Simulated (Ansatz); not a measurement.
**Structure types of Au compared at 720 GPa**

Structure types of Au are relaxed in primitive cells with their symmetry kept at 720 GPa, first on PAW files, then by LAPW. The enthalpy is E + pV at zero temperature, without zero-point motion. Only the types listed were tried, and differences under about 5 meV/atom are mesh noise. The real phase may be another.

Level of theory: DFT with PBE, scalar-relativistic, in Ansatz 0.2.0; Fermi–Dirac smearing of 0.1 eV, no spin polarisation. LAPW: all electrons, basis error target 0.5 meV/atom; PAW: frozen-core files, cutoff 420 eV.

k meshes: fcc 20×20×20, bcc 21×21×21, hcp 19×19×10, beta tin 20×20×20, diamond 15×15×15, omega 10×10×14.

Spin–orbit coupling is left out, which matters for the heavy atoms.

Q: Which type is lowest in enthalpy, and by how much?

A: hcp, 12 meV/atom below fcc. The whole table:

```json
{"start type": "fcc", "ends as": "fcc, Fm-3m", "a, b, c (Å)": "3.275, 3.275, 3.275", "V (Å³/atom)": "8.78", "H − H(lowest), LAPW (meV/atom)": "11.6", "same, PAW": "12.1"}
{"start type": "bcc", "ends as": "bcc, Im-3m", "a, b, c (Å)": "2.598, 2.598, 2.598", "V (Å³/atom)": "8.77", "H − H(lowest), LAPW (meV/atom)": "13.2", "same, PAW": "10.6"}
{"start type": "hcp", "ends as": "hcp, P6_3/mmc", "a, b, c (Å)": "2.308, 2.308, 3.806", "V (Å³/atom)": "8.78", "H − H(lowest), LAPW (meV/atom)": "0.0", "same, PAW": "0.0"}
{"start type": "beta tin", "ends as": "beta tin, I4_1/amd", "a, b, c (Å)": "4.109, 4.109, 2.168", "V (Å³/atom)": "9.15", "H − H(lowest), LAPW (meV/atom)": "2799.9", "same, PAW": "2790.3"}
{"start type": "diamond", "ends as": "diamond, Fd-3m", "a, b, c (Å)": "4.445, 4.445, 4.445", "V (Å³/atom)": "10.98", "H − H(lowest), LAPW (meV/atom)": "16275.6", "same, PAW": "16240.8"}
{"start type": "omega", "ends as": "omega, P6/mmm", "a, b, c (Å)": "3.718, 3.718, 2.215", "V (Å³/atom)": "8.84", "H − H(lowest), LAPW (meV/atom)": "553.0", "same, PAW": "551.4"}
```
